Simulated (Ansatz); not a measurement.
I:

```
CELL_PARAMETERS angstrom
0.00000 2.36560 3.90984
2.19225 0.00000 3.90984
2.19225 2.36560 0.00000
ATOMIC_POSITIONS crystal
I 0.00000 0.00000 0.00000
```

| Quantity | Value |
| --- | --- |
| Program | Ansatz 0.2.0 |
| Task | relaxation of cell and atoms |
| Functional | PBEsol0 |
| Potentials or basis | Ansatz PAW |
| Cutoff | 420 eV (not typed: the program's choice for these potentials) |
| k mesh | 5 × 5 × 5 |
| Occupations | fermi-dirac, width 0.05 eV |
| Spin | no spin polarisation |

At the start: volume 40.55 Å³/atom.

Question: Where does the relaxation end?

Answer: It ends after 6 steps and the volume is 37.40 Å³/atom (-7.8 %); space group Fmmm (No. 69, to 0.05 Å).

The path:
```tsv
step	energy change (eV)	largest force (eV/Å)	volume (Å³)
1	0.0000	0.0000	40.55
2	-0.0283	0.0000	38.07
3	-0.0315	0.0000	37.58
4	-0.0320	0.0000	37.43
5	-0.0321	0.0000	37.40
6	-0.0314	0.0000	37.40
```

Final structure:
```xyz
1
Lattice="0.0000 2.3712 3.8316 2.0582 0.0000 3.8316 2.0582 2.3712 0.0000" Properties=species:S:1:pos:R:3 pbc="T T T"
I     0.0000    0.0000    0.0000
```

Caveat: the k mesh is coarse (spacing up to 0.42 Å⁻¹), so the values aren't converged, least of all with exact exchange; the plane-wave basis is chosen anew once the cell has moved, so the energies of steps on either side of that aren't comparable; an odd number of electrons without spin polarisation forces a metal; a magnetic or distorted state may lie lower; the PAW data sets come from PBE, with cores solved anew for the run's functional, which leaves a small shift of forces and pressure.
